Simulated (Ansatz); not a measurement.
# SnO: the cost of one run

Method: DFT PBE+D3(BJ), scalar-relativistic, plane waves, PAW, in Ansatz 0.2.0.

2 further runs of the same task are left out: 2 set aside as unsound or not needed.

**1. The structure to begin with**

It takes space group Pmn2_1 (No. 31, orthorhombic). The conventional cell has a = 3.355 Å, b = 5.674 Å, c = 4.222 Å, α = 90.00°, β = 90.00°, γ = 90.00°. Sn (site symmetry m) is surrounded by 3 O at 2.15 to 2.16 Å. O (site symmetry m) has 3 Sn at 2.15 to 2.16 Å as nearest neighbours.

As a file:

```cif
data_structure
_symmetry_space_group_name_H-M 'Pmn2_1'
_symmetry_Int_Tables_number 31
_cell_length_a 3.3550
_cell_length_b 5.6741
_cell_length_c 4.2220
_cell_angle_alpha 90.000
_cell_angle_beta 90.000
_cell_angle_gamma 90.000
_cell_volume 80.37
loop_
_atom_site_label
_atom_site_type_symbol
_atom_site_symmetry_multiplicity
_atom_site_Wyckoff_symbol
_atom_site_fract_x
_atom_site_fract_y
_atom_site_fract_z
_atom_site_occupancy
Sn1 Sn 2 a 0.00000 0.23191 0.51314 1
O1 O 2 a 0.00000 0.89125 0.73686 1
```

Source of the structure: the Materials Project (structure only).

**6. Setting up the map**

The energy is mapped over two homogeneous strains (x along [1 0 0], y along [0 1 0], z along [0 0 1] of the conventional cell).

The axes are (1) engineering shear strain xy: 5 values from −8 to 8 %; (2) equal normal strain along x and y: 5 values from −11.0 %.

Nothing else is relaxed (fractional coordinates fixed). Energies count from the relaxed crystal. Points are written as (first, second).

(The set-up runs are not shown.)

**7. Point (−8 %, −11.0 %)**

File input.yaml:

```yaml
crystal:
  lattice:
    - [2.9799298646, -0.1339294321, 0.0]
    - [-0.2289457578, 5.09404311, 0.0]
    - [0.0, 0.0, 3.90708162]
  atoms:
    - { symbol: Sn, position: [0.0, 0.2344934793, 0.5273389918] }
    - { symbol: Sn, position: [0.5, 0.7655065207, 0.0273389918] }
    - { symbol: O, position: [0.0, 0.8833967007, 0.7226620082] }
    - { symbol: O, position: [0.5, 0.1166032993, 0.2226620082] }
basis:
  ecutwfc: 520.0
kpoints:
  mp_grid: { grid: [8, 6, 8] }
hamiltonian:
  xc: pbe
  pseudopotentials: { kind: paw, azcp: { folder: soft_1 } }
  dispersion: d3bj
scf:
  occupations: { method: gaussian, width: 0.05 }
output:
  forces: true
  stress: true
  eigenvalues: true
```

Launch:

```sh
ansatz run input.yaml --threads 1 --pin off --max-ram 2048MiB --backend cpu --events-out ev --progress --plain --runs-dir out
```

**Question.** How long does this run take on 1 thread of Arm Neoverse N1, shared host, and how much memory does it need?

About 57 s, with a peak of 0.48 GiB.
